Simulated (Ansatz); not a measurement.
## V_O in SiO2 (P3_121): charge-transition levels and formation energies

Charge states of V_O in SiO2 (P3_121), set against the band edges. Model: a cell of 72 host atoms with 1 O taken out.

Calculated with Ansatz 0.2.0; place-levels on r2SCAN runs: charge-transition levels and formation energies with image-charge correction and potential alignment at the atomic sites; PAW set soft_1.

## Step 1: The structure

The cell holds 71 atoms: 24 Si and 47 O. Cell: a = 9.842 Å, b = 9.842 Å, c = 10.833 Å, α = 90.0°, β = 90.0°, γ = 120.0°. It derives from SiO2 (space group P3_121). Nearest the centre at fractional (0.293, 0.428, 0.559): Si10 at 1.61 Å, Si29 at 1.62 Å, O15 at 2.62 Å, O33 at 2.62 Å, O9 at 2.62 Å, O34 at 2.64 Å, O4 at 2.65 Å, O14 at 2.65 Å.

Known beforehand: the electronic dielectric constant, (2.49, 2.49, 2.52), and the static one, (4.64, 4.64, 4.86), computed on the host (DFPT, PBEsol, on the r2SCAN cell), and a cell off the functional's own equilibrium shifts the ionic part.

The cell's shortest repeat is 9.8 Å.

## Step 2: What was run first

Levels follow from differences of total energies between charge states, each relaxed by itself.

Each atom starts 0.05 Å or so off its site in a random direction. Forces are taken at one point at (¼, ¼, ¼). The cell holds 1 electron more than the neutral one, with a uniform background that keeps it neutral on the whole. The electron count is odd, so at least one spin is unpaired; this run locks the moment at 1 μB.

The sampling was tested on the host first: at the k-points planned (1x1x1 shifted 0.25 0.25 0.25) its energy lies 0.000 eV an atom from the dense-mesh value, under the bound of 0.02 eV set for this test; that bounds the host's error, not the defect's.

One state's input; the others differ in charge, spin, start and seed, and in occupations where the table says so.

qm1_M1.relax/input.yaml reads:

```yaml
crystal:
  lattice:
    - [9.84220413, 0.0, 0.0]
    - [-4.92110207, 8.52359881, 0.0]
    - [0.0, 0.0, 10.83306953]
  atoms:
    - { symbol: Si, position: [0.26551436, 0.26551436, 0.0] }
    - { symbol: Si, position: [0.0, 0.23448564, 0.33333333] }
[... 1 atom line left out ...]
    - { symbol: O, position: [0.13451903, 0.2066065, 0.39229212] }
[... 4 atom lines left out ...]
    - { symbol: O, position: [0.42791253, 0.2933935, 0.44104122] }
    - { symbol: Si, position: [0.26551436, 0.26551436, 0.5] }
    - { symbol: Si, position: [0.0, 0.23448564, 0.83333333] }
[... 1 atom line left out ...]
    - { symbol: O, position: [0.13451903, 0.2066065, 0.89229212] }
    - { symbol: O, position: [0.07208747, 0.36548097, 0.72562545] }
    - { symbol: O, position: [0.2066065, 0.13451903, 0.60770788] }
[... 9 atom lines left out ...]
    - { symbol: O, position: [0.36548097, 0.57208747, 0.27437455] }
    - { symbol: O, position: [0.42791253, 0.7933935, 0.44104122] }
    - { symbol: Si, position: [0.26551436, 0.76551436, 0.5] }
[... 1 atom line left out ...]
    - { symbol: Si, position: [0.23448564, 0.5, 0.66666667] }
[... 3 atom lines left out ...]
    - { symbol: O, position: [0.2066065, 0.63451903, 0.60770788] }
    - { symbol: O, position: [0.36548097, 0.57208747, 0.77437455] }
[... 9 atom lines left out ...]
    - { symbol: O, position: [0.92791253, 0.2933935, 0.44104122] }
[... 5 atom lines left out ...]
    - { symbol: O, position: [0.57208747, 0.36548097, 0.72562545] }
[... 4 atom lines left out ...]
    - { symbol: Si, position: [0.5, 0.73448564, 0.33333333] }
[... 1 atom line left out ...]
    - { symbol: O, position: [0.63451903, 0.7066065, 0.39229212] }
[... 6 atom lines left out ...]
    - { symbol: Si, position: [0.5, 0.73448564, 0.83333333] }
[... 4 atom lines left out ...]
    - { symbol: O, position: [0.7066065, 0.63451903, 0.60770788] }
[... 1 atom line left out ...]
    - { symbol: O, position: [0.92791253, 0.7933935, 0.94104122] }
  host:
    repeats: [2, 2, 2]
    atoms:
      - { symbol: Si, position: [0.53102872, 0.53102872, 0.0] }
      - { symbol: Si, position: [0.0, 0.46897128, 0.66666667] }
      # ... 7 more atoms of the perfect host
total_charge: -1
basis:
  ecutwfc: 500
  xc_grid: 2
hamiltonian:
  xc: r2scan
  pseudopotentials: { kind: paw, azcp: { folder: soft_1 } }
kpoints:
  mp_grid: { grid: [1, 1, 1], shift: [0.25, 0.25, 0.25] }
magnetization:
  spin_polarized: true
  initial_magnetization: 1
  spin_locking: { lock_magnetization: hard }
scf:
  occupations: { method: fixed }
  max_iter: 80
output:
  forces: true
  charged_corrections:
    epsilon: [2.49, 2.49, 2.52]
    static_epsilon: [4.64, 4.64, 4.86]
    defect_position: [0.293394, 0.427913, 0.558959]
relax:
  f_tol: 0.02
  max_steps: 80
  random_displacement: { amplitude: 0.05, seed: 6546 }
checkpoint:
  write: "../qm1_M1.relax.run"
  compress: false
  write_wavefunctions: true
  write_every: 100000
```

Command:

```console
$ ansatz run input.yaml --threads 8 --pin off --max-ram 22609MiB --backend cpu --events-out ev --progress --plain --runs-dir out
```

The relaxed structure is kept and the sampling changed to a 2×2×2 shifted mesh.

The run of this state that the levels use, under r2SCAN:

qm1_M1.point/input.yaml reads:

```yaml
crystal:
  checkpoint: "../qm1_M1.relax.run"
  host: checkpoint
total_charge: -1
basis:
  ecutwfc: 500
  xc_grid: 2
hamiltonian:
  xc: r2scan
  pseudopotentials: { kind: paw, azcp: { folder: soft_1 } }
kpoints:
  mp_grid: { grid: [2, 2, 2], shift: [0.5, 0.5, 0.5] }
magnetization:
  spin_polarized: true
  initial_magnetization: 1
  spin_locking: { lock_magnetization: hard }
scf:
  occupations: { method: fermi_dirac, width: 0.01 }
  max_iter: 80
output:
  forces: true
  eigenvalues: true
  charged_corrections:
    epsilon: [2.49, 2.49, 2.52]
    static_epsilon: [4.64, 4.64, 4.86]
    defect_position: [0.293394, 0.427913, 0.558959]
  eigenstates: { localisation: true }
  populations: true
  efg: {}
checkpoint:
  read: "../qm1_M1.relax.run"
  write: "../qm1_M1.point.run"
  compress: false
  write_wavefunctions: false
  write_every: 100000
```

Relaxations under r2SCAN at one point at (¼, ¼, ¼); times on 8 threads of Arm Neoverse V2, shared host:

```tsv
charge	moment (μB)	occupations	outcome	steps	largest displacement against the far atoms (Å)	time
−1	1	fixed	converged	15	0.58	6 min
0	0	fixed	converged	7	0.56	74 s
+1	1	fixed	converged	8	0.40	3.2 min
+2	0	fixed	converged	13	1.42	2.3 min
```

Single points under r2SCAN at a 2×2×2 shifted mesh; times on 8 threads of Arm Neoverse V2, shared host:

```tsv
charge	moment (μB)	occupations	outcome	time
−1	1	fermi-dirac	converged	2.6 min
0	0	fermi-dirac	converged	61 s
+1	1	fermi-dirac	converged	2.4 min
+2	0	fermi-dirac	converged	75 s
```

Distances (Å) from the ideal centre to the nearest atoms after relaxation with r2SCAN:

```tsv
charge	moment (μB)	1.	2.	3.	4.	5.	6.
−1	1	Si 1.23	Si 1.44	O 2.11	O 2.38	O 2.50	O 2.70
0	0	Si 1.26	Si 1.41	O 2.14	O 2.41	O 2.44	O 2.45
+1	1	Si 1.59	Si 1.66	O 2.29	O 2.49	O 2.52	O 2.57
+2	0	Si 2.22	O 2.57	O 2.67	O 2.82	O 2.89	O 2.95
```

## Step 3: place-levels, r2SCAN

A charged cell interacts with its images and the background, and its potential has another zero than the host's. place-levels removes the first by a point-charge model, screened by the static dielectric constant since the ions have relaxed around the charge, and the second by comparing potentials at atoms far from the defect.

The host is a run of the defect-free crystal in the same cutoffs, grids and k-points, so that basis and sampling errors cancel in part in the differences. The host is run in a cell of 9 atoms on a matching mesh. Its band edges are searched through the zone by a band path, so the gap is smaller than, or equal to, that on the mesh. Chemical potentials are energies per atom of O (O2 molecule), run with the same functional and cutoff.

levels.point.yaml reads:

```yaml
host:
  run: host.point.run
states: [qm1_M1.point.run, q0.point.run, qp1_M1.point.run, qp2.point.run]
geometry_from:
  qm1_M1.point.run: qm1_M1.relax.run
  q0.point.run: q0.relax.run
  qp1_M1.point.run: qp1_M1.relax.run
  qp2.point.run: qp2.relax.run
  host.point.run: host.relax.run
chemical_potentials:
  O:
    energy: -565.989614
    dataset: <sha256 of the dataset>
epsilon: [2.49, 2.49, 2.52]
static_epsilon: [4.64, 4.64, 4.86]
vertical:
  - { from: qm1_M1.point.run, to: qm1_M1.point_neutral.run }
  - { from: qp1_M1.point.run, to: qp1_M1.point_neutral.run }
  - { from: qp2.point.run, to: qp2.point_neutral.run }
```

Command:

```console
$ ansatz place-levels levels.point.yaml -- --threads 8 --pin off --max-ram 22609MiB
```

Numbers of over 12 decimals in the logs are rounded to 6 here.

Output:

```text
[... repeated set-up lines and file paths are left out, and long positions are rounded to six places ...]
(+2/+1) 2.744 eV above the valence edge, 3.858 eV under the conduction edge; not on the lower envelope
(+1/0) 0.803 eV above the valence edge, 5.799 eV under the conduction edge; not on the lower envelope
(0/-1) 6.765 eV above the valence edge, in the conduction band
(+2/0) 1.773 eV above the valence edge, 4.828 eV under the conduction edge: charges between them are lowest nowhere
formation energy of charge +2: +2.137 eV with the Fermi level at the valence edge
formation energy of charge +1: +4.881 eV with the Fermi level at the valence edge
formation energy of charge 0: +5.684 eV with the Fermi level at the valence edge
formation energy of charge -1: +12.449 eV with the Fermi level at the valence edge
vertical -1 to 0: no energy, since no alignment is typed
  the change from vertical[0].from (qm1_M1.point.run) to vertical[0].to (qm1_M1.point_neutral.run): by its potential at epsilon [2.49, 2.49, 2.52] it stands at 0.269 0.390 0.594, with an rms radius of about 1.8 Å (0.7 1.0 1.3 Å across the planes of the cell's [...]
vertical +1 to 0: no energy, since no alignment is typed
  the change from vertical[1].from (qp1_M1.point.run) to vertical[1].to (qp1_M1.point_neutral.run): by its potential at epsilon [2.49, 2.49, 2.52] it stands at 0.260 0.376 0.583, with an rms radius of about 1.2 Å (0.1 0.9 0.8 Å across the planes of the cell's [...]
vertical +2 to 0: no energy, since no alignment is typed
  the change from vertical[2].from (qp2.point.run) to vertical[2].to (qp2.point_neutral.run): by its potential at epsilon [2.49, 2.49, 2.52] it stands at 0.241 0.244 0.514, with an rms radius of about 3.4 Å (1.3 2.1 2.2 Å across the planes of the cell's [...]
  edges by r2scan, gap 6.602 eV; the host is sampled to repeats of 19.68 Å
  the defect's cells are sampled to repeats of 19.68 Å, like sampling
  charge +2: -42158.2964 eV with its correction of +1.003 eV, at epsilon [4.64, 4.64, 4.86], aligned at sites: -0.3944 eV, mean over 36 atomic sites at or beyond 4.92 Å from the defect at [0.2934, 0.4279, 0.5590], with +0.022322 for the charge's moments and [...]
  charge +1: -42153.5422 eV with its correction of +0.318 eV, at epsilon [4.64, 4.64, 4.86], aligned at sites: -0.1301 eV, mean over 36 atomic sites at or beyond 4.92 Å from the defect at [0.2934, 0.4279, 0.5590], with +0.000892 for the charge's moments and [...]
  charge 0: +0.000 eV for its dipole among its images, +0.000 omitted
  charge -1: -42141.9540 eV with its correction of +0.472 eV, at epsilon [4.64, 4.64, 4.86], aligned at sites: -0.0240 eV, mean over 36 atomic sites at or beyond 4.92 Å from the defect at [0.2934, 0.4279, 0.5590], with -0.001118 for the charge's moments and [...]
  of states[3] (qp2.point.run): it parts from the run at its places by a charge that spreads by about 2.1 Å along one vector (1.5 Å or more is wide), by its potential at epsilon [2.49, 2.49, 2.52], taken for that of held ions (one typed too small widens it), [...]
  of states[2] (qp1_M1.point.run): its displacements don't fall off away from the defect: farther atoms stand 0.039 Å off the host's places. [...]
  of states[1] (q0.point.run): its displacements don't fall off away from the defect: farther atoms stand 0.052 Å off the host's places. [...]
  of states[0] (qm1_M1.point.run): its displacements don't fall off away from the defect: farther atoms stand 0.062 Å off the host's places. [...]
  of vertical[0].from (qm1_M1.point.run): its displacements don't fall off away from the defect: farther atoms stand 0.062 Å off the host's places. [...]
  of vertical[0].to (qm1_M1.point_neutral.run): its displacements don't fall off away from the defect: farther atoms stand 0.062 Å off the host's places. [...]
  of vertical[1].from (qp1_M1.point.run): its displacements don't fall off away from the defect: farther atoms stand 0.039 Å off the host's places. [...]
  of vertical[1].to (qp1_M1.point_neutral.run): its displacements don't fall off away from the defect: farther atoms stand 0.039 Å off the host's places. [...]
  of vertical[2].from (qp2.point.run): it parts from the run at its places by a charge that spreads by about 2.1 Å along one vector (1.5 Å or more is wide), by its potential at epsilon [2.49, 2.49, 2.52], taken for that of held ions (one typed too small [...]
```

It took 0.58 s on 8 threads of Arm Neoverse V2, shared host.

Levels between the charges placed, in eV above the valence top:

```tsv
	gap (eV)	(+2/+1)	(+1/0)	(0/−1)
r2SCAN	6.60	2.74	0.80	6.77
```

Corrections by state:

```tsv
charge	moment (μB)	image terms and alignment (eV)	band filling (eV)	ε used	over the lowest of its charge, as the program ranks them, band filling apart (eV)
+2	0.0	1.003	-	principal values (4.64, 4.64, 4.86)	0.000
+1	1.0	0.318	-	principal values (4.64, 4.64, 4.86)	0.000
0	0.0	0.000	-	-	0.000
−1	1.0	0.472	-	principal values (4.64, 4.64, 4.86)	0.000
```

The charged structures listed were also run neutral, and place-levels reads from each pair, by the potential or the spins, how wide the charge is by which they differ; that can be the carrier of either run.

```tsv
charge	rms radius (Å)	spread where it is widest against the cell (Å)	wide from (Å)	reading
+2	3.4	2.13	1.48	wide
+1	1.2	0.92	1.48	narrow
−1	1.8	1.05	1.48	narrow
```

The neutral runs of these pairs need not share the spin of the lowest neutral state, and very wide values only mean spread over the cell.

From the program's caveats on the states, each cut to its opening words:

- charge +2: it parts from the run at its places by a charge that spreads by about 2.1 Å along one vector (1.5 Å or more is wide), by its potential at epsilon [2.49, 2.49, [...]
- charge +2: its alignment with the host at atomic sites is doubtful: a part of the defect, Si at [0.1949, 0.5782, 0.7482], stands 2.96 Å off the defect's place or the [...]
- charge +2: its alignment with the host at atomic sites is doubtful: the mean over the far sites moves by +0.1194 eV from their farther parts to their nearer, more than [...]
- charge +2: the far atoms show a dipole or second moment of the defect's charge, for which the correction takes or leaves out 0.728 eV: further moments aren't read, and [...]
- charge +1 (1 μB): its displacements don't fall off away from the defect: farther atoms stand 0.039 Å off the host's places
- charge +1 (1 μB), −1 (1 μB): flagged: stability check not made
- charge 0: its displacements don't fall off away from the defect: farther atoms stand 0.052 Å off the host's places
- charge −1 (1 μB): its displacements don't fall off away from the defect: farther atoms stand 0.062 Å off the host's places

The host's formation energy from the elements is -3.018 eV per atom; it sets how far the chemical potentials can move.

Limit set by the element alone; other compounds of these elements are not counted. Chemical potentials from the elements' reference states: O 0.00 eV, Si -9.06 eV. Formation energies (O-rich), with the Fermi level at the valence top and at the conduction bottom (gap 6.60 eV):

```tsv
charge	at valence top (eV)	at conduction bottom (eV)	correction included (eV)
+2	2.14	15.34	1.00
+1	4.88	11.48	0.32
0	5.68	5.68	0.00
−1	12.45	5.85	0.47
```

```
Fermi level (eV)  lowest formation energy (eV)
            0.00                          2.14
            0.60                          3.34
            1.20                          4.54
            1.80                          5.68
            2.40                          5.68
            3.00                          5.68
            3.60                          5.68
            4.20                          5.68
            4.80                          5.68
            5.40                          5.68
            6.00                          5.68
            6.60                          5.68
```

Limit set by the element alone; other compounds of these elements are not counted. Chemical potentials from the elements' reference states: Si 0.00 eV, O -4.53 eV. Formation energy by charge state (Si-rich; gap 6.60 eV):

```tsv
charge	at valence top (eV)	at conduction bottom (eV)	correction included (eV)
+2	-2.39	10.81	1.00
+1	0.35	6.96	0.32
0	1.16	1.16	0.00
−1	7.92	1.32	0.47
```

Fermi level (eV), lowest formation energy (eV) and a bar from the least value:
```
     0.00      -2.39 
     0.60      -1.19 ##########
     1.20       0.01 ####################
     1.80       1.16 ##############################
     2.40       1.16 ##############################
     3.00       1.16 ##############################
     3.60       1.16 ##############################
     4.20       1.16 ##############################
     4.80       1.16 ##############################
     5.40       1.16 ##############################
     6.00       1.16 ##############################
     6.60       1.16 ##############################
```

## Step 4: The same at the relaxations' own k-points

The relaxations' own energies give the levels at their sampling, for comparison.

levels.relax_mesh.yaml reads:

```yaml
host:
  run: host.relax.run
states: [qm1_M1.relax.run, q0.relax.run, qp1_M1.relax.run, qp2.relax.run]
chemical_potentials:
  O:
    energy: -565.989614
    dataset: <sha256 of the dataset>
```

Command:

```console
$ ansatz place-levels levels.relax_mesh.yaml -- --threads 8 --pin off --max-ram 22609MiB
```

Output:

```text
[...]
(0/-1) 6.758 eV above the valence edge, in the conduction band
[...]
formation energy of charge +2: +2.139 eV with the Fermi level at the valence edge
formation energy of charge +1: +4.880 eV with the Fermi level at the valence edge
formation energy of charge 0: +5.685 eV with the Fermi level at the valence edge
formation energy of charge -1: +12.443 eV with the Fermi level at the valence edge
  edges by r2scan, gap 6.602 eV; the host is sampled to repeats of 14.64 Å
[... the lines on each state left out ...]
```

The job ended after 0.15 s (8 threads).

Levels between neighbouring charges, in eV above the valence top:

```tsv
	gap (eV)	(+2/+1)	(+1/0)	(0/−1)
one point at (¼, ¼, ¼)	6.60	2.74	0.81	6.76
a 2×2×2 shifted mesh	6.60	2.74	0.80	6.77
```

Going from one point at (¼, ¼, ¼) to a 2×2×2 shifted mesh moves the levels that carry no band-filling term by up to 0.01 eV and formation energies against the elements by up to 0.01 eV.

## Step 5: Results

| Item | Value |
| --- | --- |
| gap of the host | 6.60 eV (r2SCAN) |
| level (plus 2/plus 1) | 2.74 eV above the valence top, not a change between lowest states |
| level (plus 1/0) | 0.80 eV above the valence top, not a change between lowest states |
| level (0/minus 1) | 6.77 eV above the valence top, past the conduction bottom |
| level (plus 2/0) | 1.77 eV above the valence top |
| lowest of the charges placed, just above the valence top (0.02 eV) | +2 |
| lowest of the charges placed, just below the conduction bottom (0.02 eV) | 0 |
| lowest formation energy at mid-gap of the charges run, O-rich | 5.68 eV |
| lowest formation energy at mid-gap of the charges run, Si-rich | 1.16 eV |

What this shows: Of the charges placed (−1, 0, +1 and +2), the lowest changes at 1.77 eV (+2/0) above the valence top, in a gap of 6.60 eV. (+2/0) passes over charge +1, which lies 0.97 eV above the two there; a lower structure or spin state of it, if missed, would change that. Charges above +2 were not placed, so these runs say nothing of levels that involve them. States placed: +2 at 0 μB; +1 at 1 μB; 0 at 0 μB; −1 at 1 μB. Other spin states or structures, where not listed, weren't placed. Going from one point at (¼, ¼, ¼) to a 2×2×2 shifted mesh moves the levels that carry no band-filling term by up to 0.01 eV and formation energies against the elements by up to 0.01 eV. The program doubts the alignment of potentials for at least one state, a sign that the cell is small. Keep in mind: r2SCAN makes the gap too small and tends to spread out bound carriers; where a gas molecule sets a chemical potential or the host's formation energy, its binding is uncorrected.

[Logs are printed without paths, hosts, clocks, repeated set-up lines and the standing remarks that a program may print on its own settings, such as how far it seeks lower states.]

[Hosts, paths, dates, database ids (printed as entryN), source tags and the programs' standing remarks are cut or masked in the printed files.]

[Where a table of states has a column of steps, it counts the stored structures, which are thinned; the runs took as many ionic steps or more.]

[A defect's name tells the site on which it was built; relaxed atoms can leave that site.]

[For some hosts the program warned that the k-mesh of the response run may be too coarse for force constants and the static dielectric constant; such warnings are not shown here.]
